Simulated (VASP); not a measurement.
# CdSe (Cadmoselite) (P6_3mc) in VASP: settings compared

The runs below take CdSe (Cadmoselite) through relaxation of cell and atoms, single point, with PBEsol, r2SCAN.

Everything below comes from runs of VASP 6.6.1. Logs are shortened: lines on timing, memory, paths and dates and some standing lists are left out, and cuts for length are marked.

**Experimental background.**

A printed reference work, data compilation reports, for a bulk crystal of CdSe at 2 K: band gap 1.841 eV.

The results are compared with them further down.

### Step 1. The cell of the first run

It takes space group P6_3mc (No. 186, hexagonal). Conventional cell: a = 4.383 Å, b = 4.383 Å, c = 7.154 Å, α = 90.00°, β = 90.00°, γ = 120.00°. Within 3.5 Å of Cd (site symmetry 3m) lie 4 Se at 2.68 to 2.69 Å. Within 3.5 Å of Se (site symmetry 3m) lie 4 Cd at 2.68 to 2.69 Å.

### Step 2. Relaxation of cell and atoms, PBEsol

INCAR

```
ALGO = Normal
EDIFF = 1E-7
EDIFFG = -0.005
ENCUT = 600
GGA = PS
IBRION = 2
ISIF = 3
ISMEAR = -1
LASPH = T
LCHARG = F
LREAL = F
LWAVE = F
NELM = 60
NSW = 80
PREC = Accurate
SIGMA = 0.02
```

KPOINTS

```
k-points
0
Gamma
  6 6 4
```

POSCAR

```
CdSe
1.0
    4.3833796022      0.0000000000      0.0000000000
   -2.1916898011      3.7961180899      0.0000000000
    0.0000000000      0.0000000000      7.1535454853
Cd Se
2 2
Direct
    0.3333333333      0.6666666667      0.0045810694
    0.6666666667      0.3333333333      0.5045810694
    0.3333333333      0.6666666667      0.3804189306
    0.6666666667      0.3333333333      0.8804189306
```

Potentials or basis: VASP PAW PBE potentials, release 64 (Cd, Se).

Launch:

```
cat potpaw_PBE.64/Cd/POTCAR potpaw_PBE.64/Se/POTCAR > POTCAR
mpirun -np 1 vasp_std > vasp.out
```

OUTCAR:

```text
EDIFF = 1E-7
   EDIFFG = -0.005
   ENCUT = 600
   GGA = PS
   IBRION = 2
   ISIF = 3
   ISMEAR = -1
   LASPH = T
   LREAL = F
   NELM = 60
   NSW = 80
   PREC = Accurate

 ion  position               nearest neighbor table
   1  0.333  0.667  0.005-   4 2.68   4 2.68   4 2.68   3 2.69
   2  0.667  0.333  0.505-   3 2.68   3 2.68   3 2.68   4 2.69
   3  0.333  0.667  0.380-   2 2.68   2 2.68   2 2.68   1 2.69
   4  0.667  0.333  0.880-   1 2.68   1 2.68   1 2.68   2 2.69

  LATTYP: Found a hexagonal cell.
 ALAT       =     4.3833796022
 C/A-ratio  =     1.6319703367

  Lattice vectors:

 A1 = (   4.3833796022,   0.0000000000,   0.0000000000)
 A2 = (  -2.1916898011,   3.7961180899,   0.0000000000)
 A3 = (   0.0000000000,   0.0000000000,   7.1535454853)

Analysis of symmetry for initial positions (statically):
=====================================================================
 Subroutine PRICEL returns:
 Original cell was already a primitive cell.

 Routine SETGRP: Setting up the symmetry group for a
 hexagonal supercell.

 Subroutine GETGRP returns: Found 12 space group operations
 (whereof  6 operations were pure point group operations)
 out of a pool of 24 trial point group operations.

The static configuration has the point symmetry C_3v.
 The point group associated with its full space group is C_6v.

Analysis of symmetry for dynamics (positions and initial velocities):
=====================================================================
 Subroutine PRICEL returns:
 Original cell was already a primitive cell.

 Routine SETGRP: Setting up the symmetry group for a
 hexagonal supercell.

 Subroutine GETGRP returns: Found 12 space group operations
 (whereof  6 operations were pure point group operations)
 out of a pool of 24 trial point group operations.

The dynamic configuration has the point symmetry C_3v.
 The point group associated with its full space group is C_6v.

 Subroutine INISYM returns: Found 12 space group operations
 (whereof  6 operations are pure point group operations),
 and found     1 'primitive' translations

----------------------------------------------------------------------------------------

                                     Primitive cell

  volume of cell :     119.0338

  direct lattice vectors                    reciprocal lattice vectors
     4.383379602  0.000000000  0.000000000     0.228134474  0.131713500  0.000000000
    -2.191689801  3.796118090  0.000000000     0.000000000  0.263427000  0.000000000
     0.000000000  0.000000000  7.153545485     0.000000000  0.000000000  0.139790821

  length of vectors
[... 75 lines left out ...]
   ICHARG =      2    charge: 1-file 2-atom 10-const
   ISPIN  =      1    spin polarized calculation?
   LNONCOLLINEAR =      F non collinear calculations
   LSORBIT =      F    spin-orbit coupling
   LASPH  =      T    aspherical Exc in radial PAW
   ENCUT  =  600.0 eV  44.10 Ry    6.64 a.u.   8.75  8.75 14.29*2*pi/ulx,y,z
   NELM   =     60;   NELMIN=  2; NELMDL= -5     # of ELM steps
   EDIFF  = 0.1E-06   stopping-criterion for ELM
   LREAL  =      F    real-space projection
   EDIFFG = -.5E-02   stopping-criterion for IOM
   NSW    =     80    number of steps for IOM
   IBRION =      2    ionic relax: 0-MD 1-quasi-New 2-CG
   NFREE  =      1    steps in history (QN), initial steepest desc. (CG)
   ISIF   =      3    stress and relaxation
   ISYM   =      2    0-nonsym 1-usesym 2-fastsym
   POTIM  = 0.5000    time-step for ionic-motion
   TEBEG  =    0.0;   TEEND  =   0.0 temperature during run
   PSTRESS=    0.0 pullay stress
   NELECT =      36.0000    total number of electrons
   NUPDOWN=      -1.0000    fix difference up-down
   EMIN   =  10.00;   EMAX   =-10.00  energy-range for DOS
   EFERMI =   0.00;   METHOD = LEGACY
   ISMEAR =    -1;   SIGMA  =   0.02  broadening in eV -4-tet -1-fermi 0-gaus
   EFERMI_NEDOS =   21; number of points for ismear=-14 and -15
   IALGO  =     38    algorithm
   IMIX   =      4    mixing-type and parameters
     AMIX     =   0.40;   BMIX     =  1.00
     AMIX_MAG =   1.60;   BMIX_MAG =  1.00
  volume/ion in A,a.u.               =      29.76       200.82
  Fermi-wavevector in a.u.,A,eV,Ry     =   1.098885  2.076592 16.429694  1.207548
  Thomas-Fermi vector in A             =   2.235270
   LORBIT       =      0    0 simple, 1 ext, 2 COOP (PROOUT), +10 PAW based schemes
   GGA     = PS    functional components
   LHFCALC =     F    Hartree Fock is set to
   AEXX    =    0.0000 exact exchange contribution
   IVDW    =     0    specifies the selected vdW correction
   LEPSILON=     F    determine dielectric tensor
   LRPA    =     F    only Hartree local field effects (RPA)
 conjugate gradient relaxation of ions
 non-spin polarized calculation
  energy-cutoff  :      600.00
  volume of cell :      119.03
 maximum number of plane-waves:      4020
 NGX is ok and might be reduce to    36
   NGX = 17   NGY = 17   NGZ = 29

--------------------------------------- Ionic step        1  -------------------------------------------

 number of electron      36.0000009 magnetization

 Free energy of the ion-electron system (eV)
  ---------------------------------------------------
  ext. energy  EPLUGINS =         0.00000000
  ---------------------------------------------------
  free energy    TOTEN  =       -12.30464860 eV

  energy without entropy =      -12.30464835  energy(sigma->0) =      -12.30464848

------------------------ aborting loop because EDIFF is reached ----------------------------------------

  FORCE on cell =-STRESS in cart. coord.  units (eV):
  Direction    XX          YY          ZZ          XY          YZ          ZX
  --------------------------------------------------------------------------------------
  -------------------------------------------------------------------------------------
  Total       -1.7187022     -1.7187022     -1.7492957      0.0000000      0.0000000      0.0000000
  in kB      -23.1334852    -23.1334852    -23.5452703      0.0000000      0.0000000      0.0000000
  external PRESSURE =     -23.2707469 kB  Pullay stress =       0.0000000 kB
[... 63 lines left out ...]
--------------------------------------- Ionic step        3  -------------------------------------------

 number of electron      35.9999992 magnetization

 Free energy of the ion-electron system (eV)
  ---------------------------------------------------
  ext. energy  EPLUGINS =         0.00000000
  ---------------------------------------------------
  free energy    TOTEN  =       -12.34931918 eV

  energy without entropy =      -12.34931916  energy(sigma->0) =      -12.34931917

 E-fermi :   1.0442     XC(G=0):  -9.0641

 val. band max:        0.7728430540   @ k =   0.0000   0.0000   0.0000
 cond. band min:       1.3008071807   @ k =   0.0000   0.0000   0.0000
 fundamental gap:      0.5279641266
 Fermi energy:         1.0442354901

 k-point     1 :       0.0000    0.0000    0.0000
  band No.  band energies     occupation
      1     -11.8254      2.00000
      2     -11.4451      2.00000
      3      -7.1169      2.00000
      4      -7.1105      2.00000
      5      -7.1105      2.00000
      6      -7.0431      2.00000
[... 545 lines left out ...]
  FREE ENERGIE OF THE ION-ELECTRON SYSTEM (eV)
  ---------------------------------------------------
  free  energy   TOTEN  =       -12.3493191828 eV

  energy  without entropy=      -12.3493191616  energy(sigma->0) =      -12.34931917

 reached required accuracy - stopping structural energy minimisation
```

Run time: 1.7 min. Hardware: 1 thread of Intel Xeon Platinum 8375C at 2.90GHz (Ice Lake), shared host; peak memory 0.31 GiB.

What came out:

- Free energy: -12.3493 eV
- Relaxed volume: 28.29 Å³/atom
- Relaxed cell: a = 4.311 Å, b = 4.311 Å, c = 7.033 Å, α = 90.00°, β = 90.00°, γ = 120.00°
- Space group after relaxing (to 0.05 Å): P6_3mc (No. 186)
- Energy gained by relaxing: 11.2 meV/atom
- Ionic steps: 3
- Pressure after relaxing: 0.0 GPa
- Largest force after relaxing: 0.003 eV/Å
- Band gap on the k mesh: 0.53 eV, direct

Forces on the atoms (eV/Å):
```
Cd   0.000  0.000  0.003
Cd   0.000  0.000  0.003
Se   0.000  0.000 -0.003
Se   0.000  0.000 -0.003
```

Step by step:
```csv
step,energy change (eV),largest force (eV/Å),pressure (GPa),volume (Å³)
1,0.0000,0.0001,-2.33,119.03
2,-0.0417,0.0042,0.68,111.74
3,-0.0447,0.0033,0.00,113.17
```

Final structure:
```
Cd Se
1.0
     4.31056    0.00000    0.00000
    -2.15528    3.73305    0.00000
     0.00000    0.00000    7.03259
Cd Se
2 2
Direct
  0.33333 0.66667 0.00458
  0.66667 0.33333 0.50458
  0.33333 0.66667 0.38042
  0.66667 0.33333 0.88042
```

Caveat: the PAW data sets were made with another functional, which shifts forces and pressure a little.

### Step 3. Single point, r2SCAN

This run uses another cell than the first one, of 28.87 Å³/atom, 0.970 times its volume.

POSCAR

```
CdSe
1.0
    4.3407185131      0.0000000000      0.0000000000
   -2.1703592566      3.7591725031      0.0000000000
    0.0000000000      0.0000000000      7.0766649690
Cd Se
2 2
Direct
    0.3333333333      0.6666666667      0.0045236775
    0.6666666667      0.3333333333      0.5045236775
    0.3333333333      0.6666666667      0.3804763225
    0.6666666667      0.3333333333      0.8804763225
```

INCAR.step1

```
SYSTEM = CdSe
PREC = Accurate
ENCUT = 520
ISMEAR = 0
SIGMA = 0.01
LREAL = .FALSE.
LASPH = .TRUE.
NELM = 100
NBANDS = 26
GGA = PE
ALGO = Normal
EDIFF = 1E-4
LWAVE = .TRUE.
LCHARG = .FALSE.
```

INCAR.step2

```
SYSTEM = CdSe
PREC = Accurate
ENCUT = 520
EDIFF = 1E-6
ISMEAR = 0
SIGMA = 0.01
LREAL = .FALSE.
LASPH = .TRUE.
NELM = 100
ALGO = Normal
ISIF = 2
LWAVE = .FALSE.
LCHARG = .TRUE.
METAGGA = R2SCAN
LMIXTAU = .TRUE.
LELF = .TRUE.
LVHAR = .TRUE.
NBANDS = 26
ISTART = 1
```

KPOINTS

```
Automatic mesh
0
G
  12 12 4
  0 0 0
```

Potentials or basis: VASP PAW PBE potentials, release 64 (Cd, Se).

Launch:

```
cat potpaw_PBE.64/Cd/POTCAR potpaw_PBE.64/Se/POTCAR > POTCAR
cp INCAR.step1 INCAR
mpirun -np 1 vasp_std > vasp.out
cp INCAR.step2 INCAR
mpirun -np 1 vasp_std > vasp.out
```

OUTCAR:

```text
SYSTEM = CdSe
   PREC = Accurate
   ENCUT = 520
   EDIFF = 1E-6
   ISMEAR = 0
   LREAL = .FALSE.
   LASPH = .TRUE.
   NELM = 100
   ISIF = 2
   METAGGA = R2SCAN
   ISTART = 1

 ion  position               nearest neighbor table
   1  0.333  0.667  0.005-   4 2.66   4 2.66   4 2.66   3 2.66
   2  0.667  0.333  0.505-   3 2.66   3 2.66   3 2.66   4 2.66
   3  0.333  0.667  0.380-   2 2.66   2 2.66   2 2.66   1 2.66
   4  0.667  0.333  0.880-   1 2.66   1 2.66   1 2.66   2 2.66

  LATTYP: Found a hexagonal cell.
 ALAT       =     4.3407185131
 C/A-ratio  =     1.6302980596

  Lattice vectors:

 A1 = (   4.3407185131,   0.0000000000,   0.0000000000)
 A2 = (  -2.1703592566,   3.7591725031,   0.0000000000)
 A3 = (   0.0000000000,   0.0000000000,   7.0766649690)

Analysis of symmetry for initial positions (statically):
=====================================================================
 Subroutine PRICEL returns:
 Original cell was already a primitive cell.

 Routine SETGRP: Setting up the symmetry group for a
 hexagonal supercell.

 Subroutine GETGRP returns: Found 12 space group operations
 (whereof  6 operations were pure point group operations)
[... 171 lines left out ...]

 val. band max:        0.4420216409   @ k =   0.0000   0.0000   0.0000
 cond. band min:       1.5364978974   @ k =   0.0000   0.0000   0.0000
 fundamental gap:      1.0944762564
 Fermi energy:         0.4856575540

 k-point     1 :       0.0000    0.0000    0.0000
  band No.  band energies     occupation
      1     -12.4354      2.00000
      2     -12.0731      2.00000
      3      -7.6325      2.00000
      4      -7.6266      2.00000
      5      -7.6266      2.00000
      6      -7.5581      2.00000
[... 685 lines left out ...]
     25       8.4056      0.00000
     26       9.5562      0.00000

 [... further k-points ...]

------------------------ aborting loop because EDIFF is reached ----------------------------------------

  FORCE on cell =-STRESS in cart. coord.  units (eV):
  Direction    XX          YY          ZZ          XY          YZ          ZX
  --------------------------------------------------------------------------------------
  -------------------------------------------------------------------------------------
  Total        0.1645738      0.1645738      0.1843776     -0.0000000      0.0000000      0.0000000
  in kB        2.2834352      2.2834352      2.5582097     -0.0000000      0.0000000      0.0000000
  external PRESSURE =       2.3750267 kB  Pullay stress =       0.0000000 kB

 VOLUME and BASIS-vectors are now :
 -----------------------------------------------------------------------------
  energy-cutoff  :      520.00
  volume of cell :      115.47
      direct lattice vectors                 reciprocal lattice vectors
     4.340718513  0.000000000  0.000000000     0.230376606  0.133007996  0.000000000
    -2.170359257  3.759172503  0.000000000     0.000000000  0.266015991  0.000000000
     0.000000000  0.000000000  7.076664969     0.000000000  0.000000000  0.141309502

 POSITION                                       TOTAL-FORCE (eV/Angst)
 -----------------------------------------------------------------------------------
     -0.00000      2.50612      0.03201         0.000000      0.000000     -0.000161
      2.17036      1.25306      3.57035        -0.000000     -0.000000     -0.000161
     -0.00000      2.50612      2.69250        -0.000000     -0.000000      0.000161
      2.17036      1.25306      6.23084         0.000000     -0.000000      0.000161
 -----------------------------------------------------------------------------------
    total drift:                               -0.000000      0.000000      0.002953

  FREE ENERGIE OF THE ION-ELECTRON SYSTEM (eV)
  ---------------------------------------------------
  free  energy   TOTEN  =       -71.8328747790 eV

  energy  without entropy=      -71.8328747790  energy(sigma->0) =      -71.83287478
```

OUTCAR.step1:

```text
SYSTEM = CdSe
   PREC = Accurate
   ENCUT = 520
   ISMEAR = 0
   LREAL = .FALSE.
   LASPH = .TRUE.
   NELM = 100
[... 926 lines left out ...]
      2.17036      1.25306      3.57035         0.000000     -0.000000      0.001429
     -0.00000      2.50612      2.69250        -0.000000      0.000000     -0.001429
      2.17036      1.25306      6.23084         0.000000     -0.000000     -0.001429
 -----------------------------------------------------------------------------------
    total drift:                               -0.000000     -0.000000      0.000154

  FREE ENERGIE OF THE ION-ELECTRON SYSTEM (eV)
  ---------------------------------------------------
  free  energy   TOTEN  =       -10.9735423093 eV

  energy  without entropy=      -10.9735423093  energy(sigma->0) =      -10.97354231
```

OSZICAR.step1:

```text
N       E                     dE             d eps       ncg     rms          rms(c)
DAV:   1     0.240356673890E+03    0.24036E+03   -0.17064E+04  2964   0.124E+03
DAV:   2     0.109285712606E+01   -0.23926E+03   -0.23204E+03  3286   0.307E+02
DAV:   3    -0.116231872059E+02   -0.12716E+02   -0.12648E+02  3510   0.705E+01
DAV:   4    -0.117302704483E+02   -0.10708E+00   -0.10699E+00  3296   0.614E+00
DAV:   5    -0.117309271992E+02   -0.65675E-03   -0.65671E-03  3418   0.465E-01    0.833E+00
DAV:   6    -0.110064749606E+02    0.72445E+00   -0.12476E+00  3498   0.107E+01    0.662E+00
DAV:   7    -0.109739782746E+02    0.32497E-01   -0.50343E-01  3108   0.358E+00    0.259E+00
DAV:   8    -0.109731962814E+02    0.78199E-03   -0.48828E-02  3082   0.219E+00    0.375E-01
DAV:   9    -0.109732879799E+02   -0.91698E-04   -0.67281E-03  3238   0.927E-01    0.977E-02
DAV:  10    -0.109734485211E+02   -0.16054E-03   -0.77881E-04  3120   0.298E-01    0.711E-02
DAV:  11    -0.109735423093E+02   -0.93788E-04   -0.22027E-04  2588   0.841E-02
   1 F= -.10973542E+02 E0= -.10973542E+02  d E =-.103732E-11
```

Wall time 4.5 min (1 thread of Intel Xeon Platinum 8375C at 2.90GHz (Ice Lake), shared host); peak memory 0.34 GiB.

What came out:

```
Free energy            : -71.8329 eV
Pressure               : 0.2 GPa
Band gap on the k mesh : 1.09 eV, direct
```

Caveat: the PAW data sets were made with another functional, which shifts forces and pressure a little.

### Step 4. Against experiment

Step 3. A measured gap of CdSe is 1.841 eV (2 K; a printed reference work, data compilation); the calculated 1.09 eV misses it by -0.75 eV. Spin-orbit coupling on Cd, Se is left out. The value is that of r2SCAN on a finite k mesh, which can miss the band edges, without temperature or zero-point motion.
